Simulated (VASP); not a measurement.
# Settings for TiAl: self-consistent run

TiAl, P4/mmm (no. 123), 2 atoms in the cell. R2SCAN; PAW potentials Ti_sv, Al (PBE set). VASP 6.6.1.

Wanted: energy within 0.2 meV/atom; Fermi level within 0.005 eV.

What the run is for: comparing ways to start; Accuracy asked: tight.

POSCAR:
```
TiAl
1.0
    2.8373000000      0.0000000000      0.0000000000
    0.0000000000      2.8373000000      0.0000000000
    0.0000000000      0.0000000000      4.0591000000
Ti Al
1 1
Direct
    0.0000000000      0.0000000000      0.0000000000
    0.5000000000      0.5000000000      0.5000000000
```

## How the run starts (with a second run first, the time holds both)

| How the run starts (with a second run first, the time holds both) | Energy less reference (meV/atom) | Fermi level (eV) | Time (s) |
|---|---|---|---|
| from scratch: 18 SCF iterations | 0.00 | 8.2242 | 98 |
| PBE orbitals (WAVECAR): 12 + 10 SCF iterations | 0.00 | 8.2244 | 79 |
| PBE density (CHGCAR): 12 + 17 SCF iterations | 0.00 | 8.2241 | 110 |
| loose PBE orbitals: 10 + 10 SCF iterations | 0.00 | 8.2245 | 79 |

Chosen: loose PBE orbitals: 10 + 10 SCF iterations; it saves 19.2 s of 98, so from scratch: 18 SCF iterations would do nearly as well.

## All choices together

| Input | Energy less reference (meV/atom) | Fermi level (eV) | Time (s) |
|---|---|---|---|
| chosen settings | 0.00 | 8.2245 | 79 |
| reference settings throughout | 0.00 | 8.2242 | 98 |

The tolerance is met.

## The input

INCAR.step1:
```
SYSTEM = TiAl
  ISMEAR = 1
  SIGMA = 0.1
  LWAVE = .TRUE.
  LCHARG = .TRUE.
  ISIF = 2
  PREC = Accurate
  LASPH = .TRUE.
  LREAL = .FALSE.
  ALGO = Normal
  EDIFF = 0.001
  NELM = 120
  GGA_COMPAT = .FALSE.
  ENCUT = 440
  GGA = PE
```

INCAR.step2, as INCAR.step1 but for:
```
- LWAVE = .TRUE.
- LCHARG = .TRUE.
- EDIFF = 0.001
- GGA = PE
+ METAGGA = R2SCAN
+ LWAVE = .FALSE.
+ LCHARG = .FALSE.
+ EDIFF = 1E-6
+ LMIXTAU = .TRUE.
+ ISTART = 1
```

KPOINTS:
```
k-points
0
Gamma
  12 12 8
```

Commands (each step's output is kept before the next begins):
```
cat potpaw_PBE.64/Ti_sv/POTCAR potpaw_PBE.64/Al/POTCAR > POTCAR
cp INCAR.step1 INCAR
mpirun -np 1 vasp_std > vasp.out
cp INCAR.step2 INCAR
mpirun -np 1 vasp_std > vasp.out
```

The chosen input took VASP 6.6.1 79 s on 1 core (Intel Xeon 6975P-C (Granite Rapids)), a shared host.
